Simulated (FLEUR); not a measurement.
Na:

```
Na
1.0
    -2.14100    2.14100    2.14100
     2.14100   -2.14100    2.14100
     2.14100    2.14100   -2.14100
Na
1
Direct
  0.00000 0.00000 0.00000
```

* Program: FLEUR MaX-R8.1 (later development tree)
* Task: single point
* Functional: PBE
* Potentials or basis: all-electron
* Basis: FLAPW
* Kmax: 3.8 1/bohr
* k mesh: 9 × 9 × 9
* Occupations: fermi-dirac, width 0.05 eV
* Spin: no spin polarisation
* Gmax: 11.8 1/bohr
* Muffin-tin radii: Na 2.66 bohr
* lmax: Na 11
* Local orbitals a species: Na 5
* Max iterations: 60
* Mixing factor: 0.05
* Mixer: Anderson
* Mixer history: 15
* Density convergence: 1e-05 me/bohr^3

On this cell: band gap on the k mesh none (metal or under the smearing width).

The same run follows on a disturbed copy (cell strained at random at fixed volume):

```
Na
1.0
    -2.05761    2.14356    2.19933
     2.10814   -2.08308    2.18937
     2.09200    2.11746   -2.13885
Na
1
Cartesian
  -0.0089 -0.0136 0.0080
```

What changes?

The energy (extrapolated to zero smearing) moves by +1.8 meV/atom; band gap on the k mesh none (metal or under the smearing width).
